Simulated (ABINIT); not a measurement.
# HgTe (I-4m2) in ABINIT: a series of runs

The runs below take HgTe through single point, with LDA, PBEsol.

Everything below comes from runs of ABINIT 10.8.3 (patched build). Logs are shortened: lines on timing, memory, paths and dates and some standing lists are left out, and cuts for length are marked. The log counts tension as positive stress, the text compression.

### 1 The crystal as given

Symmetry: I-4m2, No. 119, tetragonal system. The conventional cell has a = 6.091 Å, b = 6.091 Å, c = 3.119 Å, α = 90.00°, β = 90.00°, γ = 90.00°. Hg (site symmetry -4m2) is surrounded by 2 Hg at 3.12 Å and 4 Te at 3.14 Å. Te (site symmetry -4m2) has 2 Te at 3.12 Å and 4 Hg at 3.14 Å as nearest neighbours.

Measurements of this composition are mostly on another form, of space group No. 216.

### 2 Single point, LDA

The input, run.abi:

```
# Pseudopotentials
pp_dirpath "./"
pseudos "Hg_sc.hgh, Te.hgh"

# Structure
acell 3*1.0
rprim
    -5.7553555543     5.7553555543     2.9468578160
     5.7553555543    -5.7553555543     2.9468578160
     5.7553555543     5.7553555543    -2.9468578160
ntypat 2
znucl 80 52
natom 2
typat 1 2
xred
     0.7500000000     0.2500000000     0.5000000000
     0.0000000000     0.0000000000     0.0000000000

# Plane-wave basis
ecut 27.0

# k points
kptopt 1
ngkpt 8 8 8
nshiftk 1
shiftk 0.0 0.0 0.0

# Exchange and correlation
ixc 7

# Bands and occupations
nband 13
occopt 3
tsmear 0.00183747

# SCF cycle
nstep 100
tolvrs 1.0e-10

# Output
iomode 3
prtwf 0
prteig 0
prtebands 0
enunit 2
prtden 1
prtvha 1
prtvclmb 1
prtpot 1
prtelf 1
```

Potentials or basis: HGH LDA semicore.

Started as:

```bash
$ mpirun --bind-to none -np 4 abinit run.abi > log 2>&1
```

run.abo:

```text
.Version 10.8.3 of ABINIT
 Symmetries : space group I-4 m 2 (#119); Bravais tI (body-center tetrag.)
================================================================================
 Values of the parameters that define the memory need of the present run
     intxc =       0    ionmov =       0      iscf =       7    lmnmax =       6
     lnmax =       6     mgfft =      45  mpssoang =       3    mqgrid =    3001
     natom =       2  nloc_mem =       1    nspden =       1   nspinor =       1
    nsppol =       1      nsym =       8    n1xccc =       0    ntypat =       2
    occopt =       3   xclevel =       1
       mpw =        2639          nfft =       91125          nkpt =          59
================================================================================
================================================================================

--------------------------------------------------------------------------------
------------- Echo of variables that govern the present computation ------------
--------------------------------------------------------------------------------
 -outvars: echo values of preprocessed input variables --------
            acell      1.0000000000E+00  1.0000000000E+00  1.0000000000E+00 Bohr
              amu      2.00590000E+02  1.27600000E+02
             ecut      2.70000000E+01 Hartree
           enunit           2
                       outvar_i_n : Printing only first  50 k-points.
              ixc           7
                       outvar_i_n : Printing only first  50 k-points.
         kptrlatt        8    0    0      0    8    0      0    0    8
          kptrlen      4.71497251E+01
            natom           2
            nband          13
            ngfft          45      45      45
             nkpt          59
            nstep         100
             nsym           8
           ntypat           2
                       prtocc : prtvol=0, do not print more k-points.
           occopt           3
        prtebands           0
           prteig           0
           prtelf           1
           prtpot           1
         prtvclmb           1
           prtvha           1
            prtwf           0
            rprim     -5.7553555543E+00  5.7553555543E+00  2.9468578160E+00
                       5.7553555543E+00 -5.7553555543E+00  2.9468578160E+00
                       5.7553555543E+00  5.7553555543E+00 -2.9468578160E+00
          spgroup         119
           tolvrs      1.00000000E-10
           tsmear      1.83747000E-03 Hartree
            typat      1  2
                       outvars : Printing only first  50 k-points.
           xangst      2.3500188930E-16  3.0456029979E+00  7.7970499947E-01
                       0.0000000000E+00  0.0000000000E+00  0.0000000000E+00
            xcart      4.4408920985E-16  5.7553555543E+00  1.4734289080E+00
                       0.0000000000E+00  0.0000000000E+00  0.0000000000E+00
             xred      7.5000000000E-01  2.5000000000E-01  5.0000000000E-01
                       0.0000000000E+00  0.0000000000E+00  0.0000000000E+00
            znucl       80.00000   52.00000

================================================================================

 chkinp: Checking input parameters for consistency.

================================================================================
== DATASET  1 ==================================================================

--- !DatasetInfo
iteration_state: {dtset: 1, }
dimensions: {natom: 2, nkpt: 59, mband: 13, nsppol: 1, nspinor: 1, nspden: 1, mpw: 2639, }
cutoff_energies: {ecut:  27.0, pawecutdg:  -1.0, }
electrons: {nelect:   1.80000000E+01, charge:   0.00000000E+00, occopt:   3.00000000E+00, tsmear:   1.83747000E-03, }
meta: {optdriver: 0, ionmov: 0, optcell: 0, iscf: 7, paral_kgb: 0, }
...

 Exchange-correlation functional for the present dataset will be:
  LDA: Perdew-Wang 92 LSD fit to Ceperley-Alder data - ixc=7
  J.P.Perdew and Y.Wang, PRB 45, 13244 (1992)

 Real(R)+Recip(G) space primitive vectors, cartesian coordinates (Bohr,Bohr^-1):
 R(1)= -5.7553556  5.7553556  2.9468578  G(1)=  0.0000000  0.0868756  0.1696723
 R(2)=  5.7553556 -5.7553556  2.9468578  G(2)=  0.0868756  0.0000000  0.1696723
 R(3)=  5.7553556  5.7553556 -2.9468578  G(3)=  0.0868756  0.0868756  0.0000000
 Unit cell volume ucvol=  3.9044826E+02 bohr^3
 Angles (23,13,12)=  9.66550213E+01  9.66550213E+01  1.40194129E+02 degrees

 getcut: wavevector=  0.0000  0.0000  0.0000  ngfft=  45  45  45
         ecut(hartree)=     27.000   => boxcut(ratio)=   2.17375

--- Pseudopotential description ------------------------------------------------
- pspini: atom type   1  psp file is ./Hg_sc.hgh
    3    1    2    0      2001   0.00000      pspcod,pspxc,lmax,lloc,mmax,r2well

 pspatm : COMMENT -
  the projectors are not normalized,
  so that the KB energies are not consistent with
  definition in PRB44, 8503 (1991).
  However, this does not influence the results obtained hereafter.

- pspini: atom type   2  psp file is ./Te.hgh
    3    1    2    0      2001   0.00000      pspcod,pspxc,lmax,lloc,mmax,r2well

 pspatm : COMMENT -
  the projectors are not normalized,
  so that the KB energies are not consistent with
  definition in PRB44, 8503 (1991).
  However, this does not influence the results obtained hereafter.

   1.28328159E+03                                ecore*ucvol(ha*bohr**3)
--------------------------------------------------------------------------------

================================================================================

--- !BeginCycle
iteration_state: {dtset: 1, }
solver: {iscf: 7, nstep: 100, nline: 4, wfoptalg: 0, }
tolerances: {tolvrs: 1.00E-10, }
...

     iter   Etot(hartree)      deltaE(h)  residm     vres2
 ETOT  1  -48.392484167153    -4.839E+01 5.169E-01 8.089E+03
 ETOT  2  -49.261466616885    -8.690E-01 1.866E-02 9.728E+02
 ETOT  3  -49.414611085562    -1.531E-01 1.749E-02 5.144E+01
 ETOT  4  -49.420211210298    -5.600E-03 1.396E-03 7.352E+00
 ETOT  5  -49.421210315881    -9.991E-04 1.626E-03 1.160E-02
 ETOT  6  -49.421211061998    -7.461E-07 7.274E-04 2.347E-03
 ETOT  7  -49.421211316341    -2.543E-07 3.809E-04 1.186E-04
 ETOT  8  -49.421211330462    -1.412E-08 4.570E-04 1.309E-07
 ETOT  9  -49.421211330481    -1.910E-11 6.193E-04 5.826E-09
 ETOT 10  -49.421211330481    -9.237E-14 3.505E-04 1.378E-12

 At SCF step   10       vres2   =  1.38E-12 < tolvrs=  1.00E-10 =>converged.

 Compute ELF
--------------------------------------------------------------------------------

 Compute kinetic energy density

 Compute gradient of the electron density
 Electron Localization Function (ELF) [min:0;max:1]
)     Maximum=    8.7180E-01  at reduced coord.    0.9778    0.8222    0.8444
)     Minimum=    0.0000E+00  at reduced coord.    0.0000    0.0000    0.0000
   Integrated=    1.2916E+02

--------------------------------------------------------------------------------
 End of ELF section

 Cartesian components of stress tensor (hartree/bohr^3)
  sigma(1 1)=  1.81278491E-04  sigma(3 2)=  0.00000000E+00
  sigma(2 2)=  1.81278491E-04  sigma(3 1)=  0.00000000E+00
  sigma(3 3)=  1.49977964E-04  sigma(2 1)=  0.00000000E+00

--- !ResultsGS
iteration_state: {dtset: 1, }
comment   : Summary of ground state results
lattice_vectors:
- [ -5.7553556,   5.7553556,   2.9468578, ]
- [  5.7553556,  -5.7553556,   2.9468578, ]
- [  5.7553556,   5.7553556,  -2.9468578, ]
lattice_lengths: [   8.65634,    8.65634,    8.65634, ]
lattice_angles: [ 96.655,  96.655, 140.194, ] # degrees, (23, 13, 12)
lattice_volume:   3.9044826E+02
convergence: {deltae: -9.237E-14, res2:  1.378E-12, residm:  3.505E-04, diffor: null, }
etotal    :  -4.94212113E+01
entropy   :   0.00000000E+00
fermie    :   1.05856210E-01
cartesian_stress_tensor: # hartree/bohr^3
- [  1.81278491E-04,   0.00000000E+00,   0.00000000E+00, ]
- [  0.00000000E+00,   1.81278491E-04,   0.00000000E+00, ]
- [  0.00000000E+00,   0.00000000E+00,   1.49977964E-04, ]
pressure_GPa:  -5.0264E+00
xred      :
- [  7.5000E-01,   2.5000E-01,   5.0000E-01, Hg]
- [  0.0000E+00,   0.0000E+00,   0.0000E+00, Te]
cartesian_forces: # hartree/bohr
- [ -2.05598307E-31,  -2.05598307E-31,   2.14174066E-47, ]
- [  2.05598307E-31,   2.05598307E-31,  -2.14174066E-47, ]
force_length_stats: {min:   2.90759914E-31, max:   2.90759914E-31, mean:   2.90759914E-31, }
...

 Integrated electronic density in atomic spheres:
 ------------------------------------------------
 Atom  Sphere_radius  Integrated_density
    1        2.00000          8.56879040
    2        2.00000          2.07738194
================================================================================

 ----iterations are completed or convergence reached----

 Mean square residual over all n,k,spin=   67.800E-08; max=  35.047E-05
 reduced coordinates (array xred) for    2 atoms
       0.750000000000      0.250000000000      0.500000000000
       0.000000000000      0.000000000000      0.000000000000
 rms dE/dt=  1.4403E-30; max dE/dt=  3.1554E-30; dE/dt below (all hartree)
    1       0.000000000000      0.000000000000      0.000000000000
    2       0.000000000000      0.000000000000     -0.000000000000

 cartesian coordinates (angstrom) at end:
    1      0.00000000000000     3.04560299791339     0.77970499947033
    2      0.00000000000000     0.00000000000000     0.00000000000000

 cartesian forces (hartree/bohr) at end:
    1     -0.00000000000000    -0.00000000000000     0.00000000000000
    2      0.00000000000000     0.00000000000000    -0.00000000000000
 frms,max,avg= 1.6787031E-31 2.0559831E-31   0.000E+00  0.000E+00  0.000E+00 h/b

 cartesian forces (eV/Angstrom) at end:
    1     -0.00000000000000    -0.00000000000000     0.00000000000000
    2      0.00000000000000     0.00000000000000    -0.00000000000000
 frms,max,avg= 8.6322387E-30 1.0572290E-29   0.000E+00  0.000E+00  0.000E+00 e/A
 length scales=  1.000000000000  1.000000000000  1.000000000000 bohr
              =  0.529177210544  0.529177210544  0.529177210544 angstroms
 Fermi (or HOMO) energy (hartree) =   0.10586   Average Vxc (hartree)=  -0.35444
 Eigenvalues (hartree) for nkpt=  59  k points:
 kpt#   1, nband= 13, wtk=  0.00195, kpt=  0.0000  0.0000  0.0000 (reduced coord)
  -0.35484   -0.16498   -0.13909   -0.13637   -0.11974   -0.11974   -0.02475    0.01589
   0.01589    0.23019    0.27855    0.35712    0.35712
      occupation numbers for kpt#   1
   2.00000    2.00000    2.00000    2.00000    2.00000    2.00000    2.00000    2.00000
   2.00000    0.00000    0.00000    0.00000    0.00000
 prteigrs : prtvol=0 or 1, do not print more k-points.

 Fermi (or HOMO) energy (eV) =   2.88049   Average Vxc (eV)=  -9.64491
 Eigenvalues (   eV  ) for nkpt=  59  k points:
 kpt#   1, nband= 13, wtk=  0.00195, kpt=  0.0000  0.0000  0.0000 (reduced coord)
  -9.65557   -4.48935   -3.78493   -3.71070   -3.25825   -3.25825   -0.67354    0.43250
   0.43250    6.26366    7.57961    9.71769    9.71769
 prteigrs : prtvol=0 or 1, do not print more k-points.

--- !EnergyTerms
iteration_state     : {dtset: 1, }
comment             : Components of total free energy in Hartree
kinetic             :  3.01481700919069E+01
hartree             :  1.09195514859726E+01
xc                  : -7.63091974367170E+00
Ewald energy        : -4.21916354378416E+01
psp_core            :  3.28668796105745E+00
local_psp           : -3.55808957539705E+01
non_local_psp       : -8.37198811590052E+00
internal            : -4.94210295124473E+01
'-kT*entropy'       : -1.81818033464056E-04
total_energy        : -4.94212113304807E+01
total_energy_eV     : -1.34481967025796E+03
band_energy         : -1.95045155173419E+00
...

 Cartesian components of stress tensor (hartree/bohr^3)
  sigma(1 1)=  1.81278491E-04  sigma(3 2)=  0.00000000E+00
  sigma(2 2)=  1.81278491E-04  sigma(3 1)=  0.00000000E+00
  sigma(3 3)=  1.49977964E-04  sigma(2 1)=  0.00000000E+00

-Cartesian components of stress tensor (GPa)         [Pressure= -5.0264E+00 GPa]
- sigma(1 1)=  5.33339733E+00  sigma(3 2)=  0.00000000E+00
- sigma(2 2)=  5.33339733E+00  sigma(3 1)=  0.00000000E+00
- sigma(3 3)=  4.41250406E+00  sigma(2 1)=  0.00000000E+00

== END DATASET(S) ==============================================================
================================================================================

 -outvars: echo values of variables after computation  --------
            acell      1.0000000000E+00  1.0000000000E+00  1.0000000000E+00 Bohr
           etotal     -4.9421211330E+01
            fcart     -2.0559830695E-31 -2.0559830695E-31  2.1417406615E-47
                       2.0559830695E-31  2.0559830695E-31 -2.1417406615E-47
            rprim     -5.7553555543E+00  5.7553555543E+00  2.9468578160E+00
                       5.7553555543E+00 -5.7553555543E+00  2.9468578160E+00
                       5.7553555543E+00  5.7553555543E+00 -2.9468578160E+00
           strten      1.8127849082E-04  1.8127849082E-04  1.4997796446E-04
                       0.0000000000E+00  0.0000000000E+00  0.0000000000E+00
           xangst      2.3500188930E-16  3.0456029979E+00  7.7970499947E-01
                       0.0000000000E+00  0.0000000000E+00  0.0000000000E+00
             xred      7.5000000000E-01  2.5000000000E-01  5.0000000000E-01
                       0.0000000000E+00  0.0000000000E+00  0.0000000000E+00
 Calculation completed.
```

Run time: 26 s. Hardware: 4 MPI ranks of AMD EPYC 7R43 (Zen 3), shared host; peak memory 0.28 GiB.

Results:

```yaml
Free_energy: -1344.8197 eV
Pressure: -5.0 GPa
Band_gap_on_the_k_mesh: none (metal or under the smearing width)
Valence_electrons_inside_the_program's_atomic_spheres: Hg 8.57; Te 2.08
```

Caveat: HGH potentials are hard and often keep d shells in the core, so these values are rough.

(Continued in part 2 of 2.)
